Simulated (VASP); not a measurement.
# C (Fd-3m) in VASP: a series of runs, part 2 of 2

VASP 6.6.1. Earlier steps stand in the parts before.

### Step 3. Single point, LDA (grid = ENCUT=400 dk=0.45 cell=2x2x2 ISMEAR=0 SIGMA=0.05 LREAL=Auto EDIFF=1e-06)

Input file INCAR:

```
SYSTEM = C
  ALGO = Fast
  EDIFF = 1E-6
  ENCUT = 400
  ISIF = 2
  ISMEAR = 0
  LASPH = .TRUE.
  LCHARG = .FALSE.
  LREAL = Auto
  LWAVE = .FALSE.
  NBANDS = 40
  NELM = 120
  PREC = Accurate
  SIGMA = 0.05
```

Input file KPOINTS:

```
k-points
0
G
  4 4 4
  0 0 0
```

Input file POSCAR:

```
C
1.0
    0.0000000000      3.5667400000      3.5667400000
    3.5667400000      0.0000000000      3.5667400000
    3.5667400000      3.5667400000      0.0000000000
C
16
Direct
    0.3750000000      0.3750000000      0.3750000000
    0.3750000000      0.3750000000      0.8750000000
    0.3750000000      0.8750000000      0.3750000000
    0.3750000000      0.8750000000      0.8750000000
    0.8750000000      0.3750000000      0.3750000000
    0.8750000000      0.3750000000      0.8750000000
    0.8750000000      0.8750000000      0.3750000000
    0.8750000000      0.8750000000      0.8750000000
    0.2500000000      0.2500000000      0.2500000000
    0.2500000000      0.2500000000      0.7500000000
    0.2500000000      0.7500000000      0.2500000000
    0.2500000000      0.7500000000      0.7500000000
    0.7500000000      0.2500000000      0.2500000000
    0.7500000000      0.2500000000      0.7500000000
    0.7500000000      0.7500000000      0.2500000000
    0.7500000000      0.7500000000      0.7500000000
```

Potentials or basis: VASP PAW LDA potentials, release 64 (C).

The run is started by

```console
$ cat potpaw_LDA.64/C/POTCAR > POTCAR
$ mpirun -np 1 vasp_std > vasp.out
```

OUTCAR:

```text
SYSTEM = C
   EDIFF = 1E-6
   ENCUT = 400
   ISIF = 2
   ISMEAR = 0
   LASPH = .TRUE.
   LREAL = Auto
   NELM = 120
   PREC = Accurate

 Found      8 irreducible k-points:

 Following reciprocal coordinates:
            Coordinates               Weight
  0.000000  0.000000  0.000000      1.000000
  0.250000  0.000000  0.000000      8.000000
  0.500000  0.000000  0.000000      4.000000
  0.250000  0.250000  0.000000      6.000000
  0.500000  0.250000  0.000000     24.000000
 -0.250000  0.250000  0.000000     12.000000
   k-points           NKPTS =      8   k-points in BZ     NKDIM =      8   number of bands    NBANDS=     40
   number of dos      NEDOS =    301   number of ions     NIONS =     16
   total plane-waves  NPLWV =  46656
   dimension x,y,z NGX =    36 NGY =   36 NGZ =   36
   dimension x,y,z NGXF=    72 NGYF=   72 NGZF=   72
   ions per type =              16
   NGX,Y,Z   is equivalent  to a cutoff of  11.86, 11.86, 11.86 a.u.
   NGXF,Y,Z  is equivalent  to a cutoff of  23.73, 23.73, 23.73 a.u.
 SYSTEM =  C
   PREC   = accura    normal or accurate (medium, high low for compatibility)
   ISTART =      0    job   : 0-new  1-cont  2-samecut
   ICHARG =      2    charge: 1-file 2-atom 10-const
   ISPIN  =      1    spin polarized calculation?
   LNONCOLLINEAR =      F non collinear calculations
   LSORBIT =      F    spin-orbit coupling
   LASPH  =      T    aspherical Exc in radial PAW
   ENCUT  =  400.0 eV  29.40 Ry    5.42 a.u.   8.23  8.23  8.23*2*pi/ulx,y,z
   NELM   =    120;   NELMIN=  2; NELMDL= -5     # of ELM steps
   EDIFF  = 0.1E-05   stopping-criterion for ELM
   LREAL  =      T    real-space projection
   EDIFFG = 0.1E-04   stopping-criterion for IOM
   NSW    =      0    number of steps for IOM
   IBRION =     -1    ionic relax: 0-MD 1-quasi-New 2-CG
   NFREE  =      0    steps in history (QN), initial steepest desc. (CG)
   ISIF   =      2    stress and relaxation
   ISYM   =      2    0-nonsym 1-usesym 2-fastsym
   POTIM  = 0.5000    time-step for ionic-motion
   TEBEG  =    0.0;   TEEND  =   0.0 temperature during run
   PSTRESS=    0.0 pullay stress
   NELECT =      64.0000    total number of electrons
   NUPDOWN=      -1.0000    fix difference up-down
   EMIN   =  10.00;   EMAX   =-10.00  energy-range for DOS
   EFERMI =   0.00;   METHOD = LEGACY
   ISMEAR =     0;   SIGMA  =   0.05  broadening in eV -4-tet -1-fermi 0-gaus
   EFERMI_NEDOS =   21; number of points for ismear=-14 and -15
   IALGO  =     68    algorithm
   IMIX   =      4    mixing-type and parameters
     AMIX     =   0.40;   BMIX     =  1.00
     AMIX_MAG =   1.60;   BMIX_MAG =  1.00
  volume/ion in A,a.u.               =       5.67        38.28
  Fermi-wavevector in a.u.,A,eV,Ry     =   1.457203  2.753714 28.891161  2.123440
  Thomas-Fermi vector in A             =   2.574032
   LORBIT       =      0    0 simple, 1 ext, 2 COOP (PROOUT), +10 PAW based schemes
   GGA     = CA    functional components
   LHFCALC =     F    Hartree Fock is set to
   AEXX    =    0.0000 exact exchange contribution
   IVDW    =     0    specifies the selected vdW correction
   LEPSILON=     F    determine dielectric tensor
   LRPA    =     F    only Hartree local field effects (RPA)
 non-spin polarized calculation
 RMM-DIIS sequential band-by-band and
 Gauss-broadening in eV      SIGMA  =   0.05
  energy-cutoff  :      400.00
  volume of cell :       90.75
 maximum number of plane-waves:      1676
 NGX is ok and might be reduce to    36
   NGX = 17   NGY = 17   NGZ = 17

 number of electron      64.0000025 magnetization

 Free energy of the ion-electron system (eV)
  ---------------------------------------------------
  ext. energy  EPLUGINS =         0.00000000
  ---------------------------------------------------
  free energy    TOTEN  =      -161.97275621 eV

  energy without entropy =     -161.97275621  energy(sigma->0) =     -161.97275621

 E-fermi :  10.0176     XC(G=0): -13.4999

 val. band max:        9.7441059409   @ k =   0.0000   0.0000   0.0000
 cond. band min:      13.8243570596   @ k =   0.2500   0.2500   0.0000
 fundamental gap:      4.0802511188
 Fermi energy:        10.0175891719

 k-point     1 :       0.0000    0.0000    0.0000
  band No.  band energies     occupation
      1     -11.5982      2.00000
      2      -5.7582      2.00000
      3      -5.7582      2.00000
      4      -5.7582      2.00000
      5      -5.7582      2.00000
      6      -3.6375      2.00000
[... 32 lines left out ...]
     39      15.2864      0.00000
     40      15.2864      0.00000

 k-point     2 :       0.2500    0.0000    0.0000
  band No.  band energies     occupation
      1     -11.1664      2.00000
      2      -7.8112      2.00000
      3      -5.8427      2.00000
      4      -5.8427      2.00000
      5      -5.8427      2.00000
      6      -4.5805      2.00000
[... 32 lines left out ...]
     39      16.6639      0.00000
     40      16.7180      0.00000

 k-point     3 :       0.5000    0.0000    0.0000
  band No.  band energies     occupation
      1      -9.8835      2.00000
      2      -9.8835      2.00000
      3      -5.5635      2.00000
      4      -5.5635      2.00000
      5      -5.5635      2.00000
      6      -5.5635      2.00000
[... 32 lines left out ...]
     39      17.4631      0.00000
     40      17.4793      0.00000

 k-point     4 :       0.2500    0.2500    0.0000
  band No.  band energies     occupation
      1     -11.0227      2.00000
      2      -6.6338      2.00000
      3      -6.6338      2.00000
      4      -6.6338      2.00000
      5      -6.6338      2.00000
      6      -6.5464      2.00000
[... 32 lines left out ...]
     39      16.5332      0.00000
     40      17.5025      0.00000

 k-point     5 :       0.5000    0.2500    0.0000
  band No.  band energies     occupation
      1     -10.0240      2.00000
      2      -8.9009      2.00000
      3      -7.7846      2.00000
      4      -6.7262      2.00000
      5      -6.7262      2.00000
      6      -4.8440      2.00000
[... 32 lines left out ...]
     39      17.6302      0.00000
     40      17.7995      0.00000

 k-point     6 :      -0.2500    0.2500    0.0000
  band No.  band energies     occupation
      1     -10.4510      2.00000
      2      -8.2097      2.00000
      3      -8.2097      2.00000
      4      -6.0333      2.00000
      5      -6.0333      2.00000
      6      -4.7551      2.00000
[... 32 lines left out ...]
     39      17.7528      0.00000
     40      17.8948      0.00000

 [... further k-points ...]

------------------------ aborting loop because EDIFF is reached ----------------------------------------

  FORCE on cell =-STRESS in cart. coord.  units (eV):
  Direction    XX          YY          ZZ          XY          YZ          ZX
  --------------------------------------------------------------------------------------
  -------------------------------------------------------------------------------------
  Total       -8.7737002     -8.7737002     -8.7737002      0.0000000     -0.0000000      0.0000000
  in kB     -154.8991450   -154.8991450   -154.8991450      0.0000000     -0.0000000      0.0000000
  external PRESSURE =    -154.8991450 kB  Pullay stress =       0.0000000 kB

 VOLUME and BASIS-vectors are now :
 -----------------------------------------------------------------------------
  energy-cutoff  :      400.00
  volume of cell :       90.75
      direct lattice vectors                 reciprocal lattice vectors
     0.000000000  3.566740000  3.566740000    -0.140184034  0.140184034  0.140184034
     3.566740000  0.000000000  3.566740000     0.140184034 -0.140184034  0.140184034
     3.566740000  3.566740000  0.000000000     0.140184034  0.140184034 -0.140184034

 POSITION                                       TOTAL-FORCE (eV/Angst)
 -----------------------------------------------------------------------------------
      2.67505      2.67505      2.67505         0.000000      0.000000      0.000000
      4.45843      4.45843      2.67505         0.000000      0.000000      0.000000
      4.45843      2.67505      4.45843         0.000000      0.000000      0.000000
      6.24179      4.45843      4.45843         0.000000      0.000000      0.000000
      2.67505      4.45843      4.45843         0.000000      0.000000      0.000000
      4.45843      6.24179      4.45843         0.000000      0.000000      0.000000
[... 8 lines left out ...]
      3.56674      3.56674      5.35011        -0.000000     -0.000000     -0.000000
      5.35011      5.35011      5.35011        -0.000000     -0.000000     -0.000000
 -----------------------------------------------------------------------------------
    total drift:                                0.000000     -0.000000     -0.000000

  FREE ENERGIE OF THE ION-ELECTRON SYSTEM (eV)
  ---------------------------------------------------
  free  energy   TOTEN  =      -161.9727562098 eV

  energy  without entropy=     -161.9727562098  energy(sigma->0) =     -161.97275621
```

It took 61 s on 1 thread of Intel Xeon Platinum 8488C (Sapphire Rapids), shared host; peak memory 0.17 GiB.

These settings aren't checked as converged: the numbers below hold their error.

What came out:

```
Free energy            : -161.9728 eV
Band gap on the k mesh : 4.08 eV
```

Caveat: the cutoff is under 1.25 times the usual one of these potentials, so pressure, stress and relaxed cells hold a basis-set (Pulay) error.

### Step 4. Single point, LDA (grid = ENCUT=460 dk=0.45 cell=2x2x2 ISMEAR=0 SIGMA=0.05 LREAL=Auto EDIFF=1e-06)

Changes to INCAR since step 3:

```diff
@@ -3,3 +3,3 @@
   EDIFF = 1E-6
-  ENCUT = 400
+  ENCUT = 460
   ISIF = 2
```

KPOINTS is that of step 3.

POSCAR is that of step 3.

The run is started by

```console
$ cat potpaw_LDA.64/C/POTCAR > POTCAR
$ mpirun -np 1 vasp_std > vasp.out
```

Wall time 55 s (1 thread of Intel Xeon Platinum 8488C (Sapphire Rapids), shared host); peak memory 0.17 GiB.

These settings aren't checked as converged: the numbers below hold their error.

What came out:

- Free energy: -161.8995 eV
- Pressure: -11.9 GPa
- Band gap on the k mesh: 4.10 eV

Caveat: the cutoff is under 1.25 times the usual one of these potentials, so pressure, stress and relaxed cells hold a basis-set (Pulay) error.

### Step 5. Single point, LDA (grid = ENCUT=520 dk=0.45 cell=2x2x2 ISMEAR=0 SIGMA=0.05 LREAL=Auto EDIFF=1e-06)

Changes to INCAR since step 4:

```diff
@@ -3,3 +3,3 @@
   EDIFF = 1E-6
-  ENCUT = 460
+  ENCUT = 520
   ISIF = 2
```

KPOINTS is that of step 4.

POSCAR is that of step 4.

The run is started by

```console
$ cat potpaw_LDA.64/C/POTCAR > POTCAR
$ mpirun -np 1 vasp_std > vasp.out
```

Run time: 70 s. Hardware: 1 thread of Intel Xeon Platinum 8488C (Sapphire Rapids), shared host; peak memory 0.18 GiB.

The run converged, but some of its settings lie outside the range that counts as converged, so its numbers aren't taken as properties of the crystal.

Results:

- Free energy: -161.8845 eV
- Pressure: -11.3 GPa
- Band gap on the k mesh: 4.10 eV

### Step 6. Single point, LDA (grid = ENCUT=400 dk=0.35 cell=2x2x2 ISMEAR=0 SIGMA=0.05 LREAL=Auto EDIFF=1e-06)

Changes to INCAR since step 5:

```diff
@@ -3,3 +3,3 @@
   EDIFF = 1E-6
-  ENCUT = 520
+  ENCUT = 400
   ISIF = 2
```

Input file KPOINTS:

```
k-points
0
G
  5 5 5
  0 0 0
```

POSCAR is that of step 5.

Potentials or basis: VASP PAW LDA potentials, release 64 (C).

The run is started by

```console
$ cat potpaw_LDA.64/C/POTCAR > POTCAR
$ mpirun -np 1 vasp_std > vasp.out
```

Wall time 90 s (1 thread of Intel Xeon Platinum 8488C (Sapphire Rapids), shared host); peak memory 0.17 GiB.

The run converged, but some of its settings lie outside the range that counts as converged, so its numbers aren't taken as properties of the crystal.

Results:

* Free energy: -161.9780 eV
* Band gap on the k mesh: 4.11 eV

Caveat: the cutoff is under 1.25 times the usual one of these potentials, so pressure, stress and relaxed cells hold a basis-set (Pulay) error; an odd mesh through Γ misses points on the zone boundary, where band edges often lie.

### Step 7. For comparison

An earlier run on the cell as given: functional PBE; potentials or basis VASP PAW PBE potentials, release 64 (C); cutoff 520 eV; k mesh 13 × 13 × 13; occupations fermi-dirac, width 0.05 eV; no spin polarisation.

- Pressure: 2.5 GPa
- Band gap on the k mesh: 4.14 eV, indirect (least direct gap 5.59 eV)
